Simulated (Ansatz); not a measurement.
Crystal: Nb.

```xyz
1
Lattice="-1.6640 1.6640 1.6640 1.6640 -1.6640 1.6640 1.6640 1.6640 -1.6640" Properties=species:S:1:pos:R:3 pbc="T T T"
Nb    0.0000    0.0000    0.0000
```

Base run:

* Program: Ansatz 0.2.0
* Functional: RPBE
* Potentials or basis: all-electron LAPW, scalar-relativistic
* Cutoff: 217 eV
* Density cutoff: 869 eV
* Basis error allowed: 0.001 eV/atom
* k mesh: 11 × 11 × 11
* Occupations: fermi-dirac, width 0.05 eV
* Spin: no spin polarisation

Its results: pressure 0.8 GPa.

The run is repeated on the same cell with these changes: functional from RPBE to PBE. What comes out?

Pressure -2.0 GPa.

PBE binds more tightly than RPBE, so the same cell stands under less pressure.

Not every run made on this cell is shown here.
